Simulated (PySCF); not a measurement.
# C7H8: the cost of one run

Programs: PySCF 2.14.0, with routines of our own; each step states its level. All values are computed. Atoms count from 0.

## 1. The starting structure

15 atoms, charge 0, multiplicity 1; geometry from: GFN2-xTB.

## 2. Geometry optimisation at PBE0-D3(BJ)/def2-SVP

Job settings and geometry (Å):

```
{"job": {"xc": "PBE0", "basis": "def2-SVP", "d3": "d3bj", "grid": 2, "kind": "geom"}, "charge": 0, "multiplicity": 1}
C      1.303679     0.551369    -0.496487
C      1.212666    -0.768239    -0.434555
C     -0.097598    -1.095337     0.266928
C     -1.193086    -0.612266    -0.672584
C     -1.102130     0.707407    -0.733865
C      0.055672     1.119466     0.163705
C     -0.122072     0.068305     1.274416
H      2.065940     1.158076    -0.946967
H      1.882449    -1.512370    -0.821584
H     -0.200900    -2.106942     0.648425
H     -1.863001    -1.270274    -1.192504
H     -1.678385     1.399942    -1.317575
H      0.095141     2.166761     0.448713
H     -1.067977     0.157795     1.808456
H      0.705189     0.044296     1.983566
```

The run is started by

```
> OMP_NUM_THREADS=1 python excited_run.py task.json out
```

The driver reads the jobs from task.json and runs them one after another.

**Question.** How long does this first job take on 1 thread of Arm Neoverse V2, shared host, and how much memory does it need?

About 25 s, with a peak of 0.75 GiB.
